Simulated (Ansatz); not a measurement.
**Zone-centre phonons of MgO at 15 GPa: input and output**

Computed with Ansatz, DFT PBE, scalar-relativistic, plane waves, PAW.

Launched with:
```bash
ansatz run input.yaml --threads 1 --pin off --max-ram 3072MiB --backend cpu --events-out ev --progress --plain --runs-dir out
```

Input (bare energies are in eV):
```yaml
crystal:
  lattice:
    - [0.0, 2.0677851755, 2.0677851755]
    - [2.0677851755, 0.0, 2.0677851755]
    - [2.0677851755, 2.0677851755, 0.0]
  atoms:
    - { symbol: Mg, position: [0.0, 0.0, 0.0] }
    - { symbol: O, position: [0.5, 0.5, 0.5] }
basis:
  ecutwfc: 420
kpoints:
  mp_grid: { grid: [10, 10, 10] }
hamiltonian:
  xc: pbe
scf:
  occupations: { method: fixed }
output:
  eigenvalues: true
phonons:
  method: dfpt
  dielectric: true
  rigid_motions: translations
  eigenvectors: true
```

The end of the output:
```
--- Phonons (Γ-DFPT): 2 representative perturbations + reference, on 102 of 1000 k-points (Σ response iterations 7) ---
  k mesh reduced under 8 symmetry operations, with k and −k counted as one. Each operation leaves every solved perturbation unchanged. A smaller set is not considered because the run solves the response ...
  ASR residual: 2.700e-4 → 0.000e0 eV/Å²; symmetrization residual: 1.763e-6 eV/Å²
  ASR residual per site (eV/Å²): 2.70e-4 1.76e-4
  Γ frequencies (cm⁻¹): 0.00 0.00 0.00 443.93 443.93 443.93
  ε∞ (high-frequency dielectric tensor):
        3.144309    -0.000000     0.000000
       -0.000000     3.144309    -0.000000
        0.000000     0.000000     3.144309
  ε⁰ (static dielectric tensor: ions relaxed, cell fixed):
        8.780864    -0.000000     0.000000
        0.000000     8.780864    -0.000000
       -0.000000    -0.000000     8.780864
  ε⁰ − ε∞ (ionic part):
        5.636555     0.000000    -0.000000
        0.000000     5.636555    -0.000000
       -0.000000    -0.000000     5.636555
  softest optical mode at Γ: 443.93 cm⁻¹; the repairs (sum rule, projections) moved no ω² at Γ by more than (1.79 cm⁻¹)²
  Born effective charges Z* (e; rows j = field, columns β = displacement):
    site 0:
         1.96247    0.00000   -0.00000
         0.00000    1.96247    0.00000
         0.00000   -0.00000    1.96247
    site 1:
        -1.96247   -0.00000    0.00000
        -0.00000   -1.96247    0.00000
         0.00000    0.00000   -1.96247
  Z* charge neutrality: 2.081e-5 e pre-enforcement
  k-mesh period / interband length: 29.2 Å / 1.33 Å = 21.96 at k = (0.0000, 0.0000, 0.0000), direct gap 5.295 eV — 14 or more, which is no proof of convergence
  optical modes at Γ without the LO–TO term, one row a degenerate level:
      ω (cm⁻¹) modes IR ((D/Å)²/amu)
        443.93      3            27.6281
  optical modes at Γ + LO–TO along q̂ = [1.0000, 0.0000, 0.0000]:
      ω (cm⁻¹) modes IR ((D/Å)²/amu)
        443.93      2            18.4187
        741.86      1             9.2094
  optical modes at Γ + LO–TO along q̂ = [0.0000, 1.0000, 0.0000]:
      ω (cm⁻¹) modes IR ((D/Å)²/amu)
        443.93      2            18.4187
        741.86      1             9.2094
  optical modes at Γ + LO–TO along q̂ = [0.0000, 0.0000, 1.0000]:
      ω (cm⁻¹) modes IR ((D/Å)²/amu)
        443.93      2            18.4187
        741.86      1             9.2094
```

It took 4.8 s on 1 thread of Intel(R) Xeon(R) 6975P-C (Granite Rapids), on a shared host, peak memory 0.4 GiB.